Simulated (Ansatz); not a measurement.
## Coordination and energy in low-dimensional Li

Method: DFT PBE, scalar-relativistic, plane waves, PAW (Ansatz 0.2.0).

Cutoff 420 eV, Γ-centred meshes of like density (1×1×23 for the 1-atom cell), Gaussian smearing of 0.05 eV, energies at zero smearing and 0 K, each start's symmetry kept, collinear spin.

Bulk Li (Fm-3m) has 12 nearest neighbours at 3.05 Å and a cohesive energy of 1.61 eV against the spin-polarised free atom. These structures stand in vacuum and were relaxed; neighbours count within 1.1 bulk bonds.

```tsv
start	atoms × neighbours	mean bond (Å)	energy over bulk (eV/atom)
linear chain	1×2	3.00	1.04
strip chain	2×4	3.05	0.76
```

Problem. Compare two estimates without free parameters: bonds of fixed strength, and a band energy that grows as the square root of coordination.

Solution. With fixed bonds an atom with z neighbours loses E_coh(1 − z/12); in the second-moment picture the band narrows as √z and it loses E_coh(1 − √(z/12)). Averaged over the atoms, in eV:
```
       start fixed bonds square root computed
linear chain         1.34         0.95      1.04
 strip chain         1.07         0.68      0.76
```

The rms misses are 0.31 and 0.08 eV. Fixed bonds overshoot every row: the bonds that remain grow stronger when neighbours are missing, which the square root overdoes here, though it misses by less, and the bonds shorten by up to 2 %. What is left over reflects bond lengths, electronic shells, hybridisation and moments, which neither estimate holds.

Each run keeps its start's symmetry and one magnetic start, so lower states can exist. Rows stand on unlike meshes and boxes, so starts that end alike can differ by a few hundredths of an eV per atom.

Cost: 2 runs of about 0.46 core-minutes in all, on AMD EPYC 9R45 (Zen 5) (shared hosts).